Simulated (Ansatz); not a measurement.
# Does disorder add resistance in series? Al(111) layers with 25 % Li

Two lengths of the disordered region are known. What area resistance does the third give?

How it was computed: Ansatz 0.2.0, plane waves with PAW datasets at their recommended cutoffs (420 eV for most), Fermi-Dirac smearing; ballistic transmission by layer matching. The area resistance is RA = A (h/2e²)(1/T − 1/N), with T the zone-mean transmission per spin and N the lead's channels, both averaged over a few energies near the Fermi level; for magnets each spin is taken apart, with h/e², and the two conduct in parallel. Lateral cell 2x2, PBE, a fresh random draw for each length.

The runs, with one result withheld:

| length (Å) | channels N | RA (fΩ m²) |
| --- | --- | --- |
| 9.35 | 5.423 | 0.475 |
| 18.7 | 5.470 | 0.841 |
| 28.0 | 5.470 | ? |

Worked fit:

Ohm's law makes RA linear in the length: the slope is (0.841 − 0.475)/(18.7 − 9.35) = 0.0392 fΩ m² per Å, or 39 µΩ cm. Then 0.841 + 0.0392 × 9.35. Predicted: 1.21 fΩ m².

**The withheld run.**

1.10 fΩ m², so the prediction is 9.9 % too high. The three lengths together give 33 µΩ cm. The two increments are 0.37 and 0.26 fΩ m²; with one draw for each length, their difference can't be told from scatter.

Caveats: The scatterers repeat sideways with the small cell. The slope is a raw one; a model of isotropic scattering puts it 1.02 times the bulk value over these lengths. Atoms sit unrelaxed on the host's lattice, and the pair may not mix at random in practice.
